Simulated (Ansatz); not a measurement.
Re: from a first guess to the relaxed sc type

First guess:

```xyz
1
Lattice="2.6894 0.0000 0.0000 0.0000 2.6894 0.0000 0.0000 0.0000 2.6894" Properties=species:S:1:pos:R:3 pbc="T T T"
Re    0.0000    0.0000    0.0000
```

The calculation used DFT, PBE, PAW with Ansatz's default frozen-core files, scalar-relativistic in Ansatz 0.2.0.

Cell and atoms relax within the symmetry of the start on a 12×12×12 k mesh with 0.08 eV Fermi–Dirac smearing.

The start is built from a prototype, known or not as a phase of this compound; the cutoff is 420 eV.

Spin polarisation is left out, and whether a magnetic state lies lower isn't shown here.

No spin–orbit coupling, which matters for the heavy atoms here.

Task: What is the pressure of the first guess?

Result: -24.5 GPa.

Task: What does it relax to?

Result: a = 2.580 Å, b = 2.580 Å, c = 2.580 Å, α = 90.00°, β = 90.00°, γ = 90.00° (conventional cell), 17.18 Å³ per atom:
```xyz
1
Lattice="2.5803 0.0000 0.0000 0.0000 2.5803 0.0000 0.0000 0.0000 2.5803" Properties=species:S:1:pos:R:3 pbc="T T T"
Re    0.0000    0.0000    0.0000
```

Task: How much energy does the relaxation release?

Result: 195 meV/atom.
